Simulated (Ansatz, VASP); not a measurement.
## Two plane-wave programs on SrO

INCAR

```
ALGO = Normal
EDIFF = 1E-6
ENCUT = 520
GGA = PE
ISIF = 2
ISMEAR = 0
LASPH = True
LCHARG = False
LREAL = False
LWAVE = False
NBANDS = 24
NELM = 80
PREC = Accurate
SIGMA = 0.02
```

File KPOINTS:

```
k-points
0
Gamma
  9 9 6
```

POSCAR

```
SrO
1.0
    4.3007342712      0.0000000000      0.0000000000
   -2.1503671356      3.7245451338      0.0000000000
    0.0000000000      0.0000000000      4.7220610073
Sr O
2 2
Direct
    0.3333333300      0.6666666700      0.9459226682
    0.6666666700      0.3333333300      0.4385418900
    0.3333333300      0.6666666700      0.4372849736
    0.6666666700      0.3333333300      0.9282504682
```

Input for Ansatz:

```yaml
crystal:
  lattice:
    - [4.3007342712, 0.0, 0.0]
    - [-2.1503671356, 3.7245451338, 0.0]
    - [0.0, 0.0, 4.7220610073]
  atoms:
    - { symbol: Sr, position: [0.33333333, 0.66666667, 0.9459226682] }
    - { symbol: Sr, position: [0.66666667, 0.33333333, 0.43854189] }
    - { symbol: O, position: [0.33333333, 0.66666667, 0.4372849736] }
    - { symbol: O, position: [0.66666667, 0.33333333, 0.9282504682] }
basis:
  ecutwfc: 420
kpoints:
  mp_grid: { grid: [9, 9, 6] }
hamiltonian:
  xc: pbe
scf:
  occupations: { method: gaussian, width: 0.02 }
output:
  forces: true
  stress: true
  eigenvalues: true
```

Alike in both runs: task single point; functional PBE; k mesh 9 × 9 × 6; occupations gaussian, width 0.02 eV; no spin polarisation.

|  | VASP | Ansatz |
| --- | --- | --- |
| version | VASP 6.6.1 | Ansatz 0.2.0 |
| potentials or method | VASP PAW PBE potentials, release 64 (Sr_sv, O) | scalar-relativistic, plane waves, PAW |
| plane-wave cutoff (eV) | 520 | 420 |
| valence electrons in the cell | 32 | 32 |

|  | VASP | Ansatz | Ansatz less VASP |
| --- | --- | --- | --- |
| gap on the k mesh at the Fermi level (eV) | 2.32 | 2.35 | +0.036 |
| least direct gap on the mesh (eV) | 2.32 | 2.35 | +0.036 |
| pressure (GPa) | 10.9 | 10.1 | -0.76 |
| largest component of the traceless stress (GPa) | 13.22 | 12.55 | -0.668 |
| rms of the force components (eV/Å) | 0.251 | 0.239 | -0.0118 |

Atom by atom the forces differ by 0.013 eV/Å (rms over components).

Caveats: an odd mesh through Γ misses points on the zone boundary, where band edges often lie.
